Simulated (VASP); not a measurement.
# Sr (Im-3m) in VASP: reference runs, part 2 of 3

VASP 6.6.1. The steps go on from the part before.

### 3 Single point, PBE (cell strained at random at fixed volume)

INCAR

```
PREC = Accurate ; ENCUT = 520
EDIFF = 1E-7 ; ISMEAR = -1
SIGMA = 0.05 ; LREAL = F
LASPH = T ; NELM = 80
ALGO = Normal ; ISIF = 2
LWAVE = F ; LCHARG = F
GGA = PE ; NBANDS = 11
```

KPOINTS

```
Automatic mesh
0
Gamma
  8 8 8
```

POSCAR

```
Sr
1.0
   -2.3801670000      2.4775910000      2.4246930000
    2.3779460000     -2.5185890000      2.4634700000
    2.3656120000      2.5040340000     -2.4656910000
Sr
1
Direct
    0.0136030000      0.0059810000     -0.0139020000
```

Potentials or basis: VASP PAW PBE potentials, release 64 (Sr_sv).

The run is started by

```
> cat potpaw_PBE.64/Sr_sv/POTCAR > POTCAR
> mpirun -np 1 vasp_std > vasp.out
```

OUTCAR:

```text
PREC = Accurate
   ENCUT = 520
   EDIFF = 1E-7
   ISMEAR = -1
   LREAL = F
   LASPH = T
   NELM = 80
   ISIF = 2
   GGA = PE

 ion  position               nearest neighbor table
   1  0.014  0.006  0.986-

  LATTYP: Found a triclinic cell.
 ALAT       =     4.2362646890
 B/A-ratio  =     1.1539258733
 C/A-ratio  =     1.1197555390
 COS(alpha) =     0.0008968059
 COS(beta)  =     0.5568754487
 COS(gamma) =     0.5872342994

  Lattice vectors:

 A1 = (  -2.3656120000,  -2.5040340000,   2.4656910000)
 A2 = (  -0.0022210000,  -0.0409980000,   4.8881630000)
 A3 = (  -4.7435580000,   0.0145550000,   0.0022210000)

Analysis of symmetry for initial positions (statically):
=====================================================================
 Subroutine PRICEL returns:
 Original cell was already a primitive cell.

 Routine SETGRP: Setting up the symmetry group for a
 triclinic supercell.

 Subroutine GETGRP returns: Found  2 space group operations
 (whereof  1 operations were pure point group operations)
 out of a pool of  2 trial point group operations.

The static configuration has the point symmetry C_1 .
 The point group associated with its full space group is S_2 .

Analysis of symmetry for dynamics (positions and initial velocities):
=====================================================================
 Subroutine PRICEL returns:
 Original cell was already a primitive cell.

 Routine SETGRP: Setting up the symmetry group for a
 triclinic supercell.

 Subroutine GETGRP returns: Found  2 space group operations
 (whereof  1 operations were pure point group operations)
 out of a pool of  2 trial point group operations.

The dynamic configuration has the point symmetry C_1 .
 The point group associated with its full space group is S_2 .

 Subroutine INISYM returns: Found  2 space group operations
 (whereof  1 operations are pure point group operations),
 and found     1 'primitive' translations

----------------------------------------------------------------------------------------

                                     Primitive cell

  volume of cell :      57.7507

  direct lattice vectors                    reciprocal lattice vectors
    -2.380167000  2.477591000  2.424693000     0.000717734  0.202437411  0.206274039
     2.377946000 -2.518589000  2.463470000     0.210915120  0.002300813  0.204690959
     2.365612000  2.504034000 -2.465691000     0.211430936  0.201370147  0.001784998

  length of vectors
     4.205090755  4.250482581  4.236264689     0.289016262  0.293919837  0.291986580

  position of ions in fractional coordinates (direct lattice)
     0.013603000  0.005981000  0.986098000

  ion indices of the primitive-cell ions
   primitive index   ion index
                 1           1

----------------------------------------------------------------------------------------

 KPOINTS: Automatic mesh

Automatic generation of k-mesh.
 Grid dimensions read from file:
 generate k-points for:    8    8    8

 Generating k-lattice:

  Cartesian coordinates                     Fractional coordinates (reciprocal lattice)
     0.000089717  0.025304676  0.025784255     0.125000000 -0.000000000  0.000000000
     0.026364390  0.000287602  0.025586370     0.000000000  0.125000000  0.000000000
     0.026428867  0.025171268  0.000223125     0.000000000  0.000000000  0.125000000

  Length of vectors
     0.036127033  0.036739980  0.036498323

  Shift w.r.t. Gamma in fractional coordinates (k-lattice)
     0.000000000  0.000000000  0.000000000

 Subroutine IBZKPT returns following result:
 ===========================================

 Found    260 irreducible k-points:

 Following reciprocal coordinates:
            Coordinates               Weight
  0.000000  0.000000  0.000000      1.000000
  0.125000  0.000000 -0.000000      2.000000
  0.250000  0.000000 -0.000000      2.000000
  0.375000  0.000000 -0.000000      2.000000
  0.500000  0.000000 -0.000000      1.000000
  0.000000  0.125000 -0.000000      2.000000
[... 42 lines left out ...]
 -0.250000  0.125000  0.125000      2.000000
 -0.125000  0.125000  0.125000      2.000000
 [... further k-points ...]
   k-points           NKPTS =    260   k-points in BZ     NKDIM =    260   number of bands    NBANDS=     11
   number of dos      NEDOS =    301   number of ions     NIONS =      1
   total plane-waves  NPLWV =  32768
   dimension x,y,z NGX =    32 NGY =   32 NGZ =   32
   dimension x,y,z NGXF=    64 NGYF=   64 NGZF=   64
   ions per type =               1
   NGX,Y,Z   is equivalent  to a cutoff of  12.65, 12.52, 12.56 a.u.
   NGXF,Y,Z  is equivalent  to a cutoff of  25.30, 25.03, 25.12 a.u.
 SYSTEM =  unknown system
   PREC   = accura    normal or accurate (medium, high low for compatibility)
   ISTART =      0    job   : 0-new  1-cont  2-samecut
   ICHARG =      2    charge: 1-file 2-atom 10-const
   ISPIN  =      1    spin polarized calculation?
   LNONCOLLINEAR =      F non collinear calculations
   LSORBIT =      F    spin-orbit coupling
   LASPH  =      T    aspherical Exc in radial PAW
   ENCUT  =  520.0 eV  38.22 Ry    6.18 a.u.   7.82  7.90  7.88*2*pi/ulx,y,z
   NELM   =     80;   NELMIN=  2; NELMDL= -5     # of ELM steps
   EDIFF  = 0.1E-06   stopping-criterion for ELM
   LREAL  =      F    real-space projection
   EDIFFG = 0.1E-05   stopping-criterion for IOM
   NSW    =      0    number of steps for IOM
   IBRION =     -1    ionic relax: 0-MD 1-quasi-New 2-CG
   NFREE  =      0    steps in history (QN), initial steepest desc. (CG)
   ISIF   =      2    stress and relaxation
   ISYM   =      2    0-nonsym 1-usesym 2-fastsym
   POTIM  = 0.5000    time-step for ionic-motion
   TEBEG  =    0.0;   TEEND  =   0.0 temperature during run
   PSTRESS=    0.0 pullay stress
   NELECT =      10.0000    total number of electrons
   NUPDOWN=      -1.0000    fix difference up-down
   EMIN   =  10.00;   EMAX   =-10.00  energy-range for DOS
   EFERMI =   0.00;   METHOD = LEGACY
   ISMEAR =    -1;   SIGMA  =   0.05  broadening in eV -4-tet -1-fermi 0-gaus
   EFERMI_NEDOS =   21; number of points for ismear=-14 and -15
   IALGO  =     38    algorithm
   IMIX   =      4    mixing-type and parameters
     AMIX     =   0.40;   BMIX     =  1.00
     AMIX_MAG =   1.60;   BMIX_MAG =  1.00
  volume/ion in A,a.u.               =      57.75       389.72
  Fermi-wavevector in a.u.,A,eV,Ry     =   0.912478  1.724334 11.328436  0.832617
  Thomas-Fermi vector in A             =   2.036879
   LORBIT       =      0    0 simple, 1 ext, 2 COOP (PROOUT), +10 PAW based schemes
   GGA     = PE    functional components
   LHFCALC =     F    Hartree Fock is set to
   AEXX    =    0.0000 exact exchange contribution
   IVDW    =     0    specifies the selected vdW correction
   LEPSILON=     F    determine dielectric tensor
   LRPA    =     F    only Hartree local field effects (RPA)
 non-spin polarized calculation
  energy-cutoff  :      520.00
  volume of cell :       57.75
 maximum number of plane-waves:      1570
   NGX = 15   NGY = 15   NGZ = 15

 number of electron      10.0000000 magnetization

 Free energy of the ion-electron system (eV)
  ---------------------------------------------------
  ext. energy  EPLUGINS =         0.00000000
  ---------------------------------------------------
  free energy    TOTEN  =        -1.62845833 eV

  energy without entropy =       -1.61892258  energy(sigma->0) =       -1.62369045

 E-fermi :   1.4203     XC(G=0):  -7.2022

 val. band max:        1.3865621705   @ k =   0.5000   0.5000   0.5000
 cond. band min:       1.4212917382   @ k =   0.5000  -0.2500   0.2500
 fundamental gap:      0.0347295678
 Fermi energy:         1.4202524973

 k-point     1 :       0.0000    0.0000    0.0000
  band No.  band energies     occupation
      1     -35.2925      2.00000
      2     -17.1888      2.00000
      3     -17.1858      2.00000
      4     -17.1834      2.00000
      5      -2.1439      2.00000
      6       3.5901      0.00000
      7       3.7412      0.00000
      8       3.8917      0.00000
      9       4.8343      0.00000
     10       5.1636      0.00000
     11       9.0988      0.00000
[... 533 lines left out ...]
 k-point    40 :      -0.3750   -0.0000    0.1250
  band No.  band energies     occupation
      1     -35.2832      2.00000
      2     -17.3062      2.00000
      3     -17.2304      2.00000
      4     -17.1919      2.00000
      5      -0.5522      2.00000
      6       2.3809      0.00000
      7       2.9271      0.00000
      8       4.5196      0.00000
      9       5.2649      0.00000
     10       5.3567      0.00000
     11       7.8151      0.00000

 [... further k-points ...]
[... 5 lines left out ...]
  --------------------------------------------------------------------------------------
  -------------------------------------------------------------------------------------
  Total       -0.2302891     -0.2522828     -0.2496622      0.0276091      0.0729531      0.0051295
  in kB       -6.3889123     -6.9990846     -6.9263824      0.7659610      2.0239397      0.1423071
  external PRESSURE =      -6.7714598 kB  Pullay stress =       0.0000000 kB

 VOLUME and BASIS-vectors are now :
 -----------------------------------------------------------------------------
  energy-cutoff  :      520.00
  volume of cell :       57.75
      direct lattice vectors                 reciprocal lattice vectors
    -2.380167000  2.477591000  2.424693000     0.000717734  0.202437411  0.206274039
     2.377946000 -2.518589000  2.463470000     0.210915120  0.002300813  0.204690959
     2.365612000  2.504034000 -2.465691000     0.211430936  0.201370147  0.001784998

 POSITION                                       TOTAL-FORCE (eV/Angst)
 -----------------------------------------------------------------------------------
      2.31457      2.48786     -2.38370         0.000000      0.000000      0.000000
 -----------------------------------------------------------------------------------
    total drift:                               -0.000001     -0.000000     -0.000000

  FREE ENERGIE OF THE ION-ELECTRON SYSTEM (eV)
  ---------------------------------------------------
  free  energy   TOTEN  =        -1.6284583250 eV

  energy  without entropy=       -1.6189225835  energy(sigma->0) =       -1.62369045
```

OSZICAR:

```text
N       E                     dE             d eps       ncg     rms          rms(c)
DAV:   1     0.347094666119E+02    0.34709E+02   -0.46890E+03  5720   0.776E+02
DAV:   2     0.275301797581E+00   -0.34434E+02   -0.33821E+02  6721   0.151E+02
DAV:   3    -0.154795975692E+01   -0.18233E+01   -0.18024E+01  8901   0.246E+01
DAV:   4    -0.162158898580E+01   -0.73629E-01   -0.73478E-01  7494   0.473E+00
DAV:   5    -0.162318448599E+01   -0.15955E-02   -0.15953E-02  8303   0.529E-01    0.105E+01
DAV:   6    -0.162605647351E+01   -0.28720E-02   -0.70420E-03  6934   0.939E-01    0.587E+00
DAV:   7    -0.162833747023E+01   -0.22810E-02   -0.12115E-02  6337   0.123E+00    0.293E-01
DAV:   8    -0.162841808777E+01   -0.80618E-04   -0.14608E-03  8993   0.226E-01    0.682E-02
DAV:   9    -0.162844121247E+01   -0.23125E-04   -0.17897E-05  6893   0.370E-02    0.294E-02
DAV:  10    -0.162845901115E+01   -0.17799E-04   -0.73832E-06  7127   0.195E-02    0.597E-03
DAV:  11    -0.162845841499E+01    0.59617E-06   -0.47658E-07  7254   0.473E-03    0.264E-03
DAV:  12    -0.162845832505E+01    0.89938E-07   -0.91999E-08  4760   0.232E-03
   1 F= -.16284583E+01 E0= -.16236905E+01  d E =-.953574E-02
```

stdout:

```text
POSCAR found type information on POSCAR Sr
 POSCAR found :  1 types and       1 ions
 scaLAPACK will be used
 LDA part: xc-table for (Slater+PW92), standard interpolation
 POSCAR, INCAR and KPOINTS ok, starting setup
 FFT: planning ... GRIDC
 FFT: planning ... GRID_SOFT
 FFT: planning ... GRID
 WAVECAR not read
 entering main loop
```

Run time: 96 s. Hardware: 1 thread of Intel Xeon Platinum 8488C (Sapphire Rapids), shared host; peak memory 0.29 GiB.

Results:

```yaml
Free_energy: -1.6285 eV
Pressure: -0.7 GPa
Band_gap_on_the_k_mesh: none (metal or under the smearing width)
```

[end of part 2 of 3]
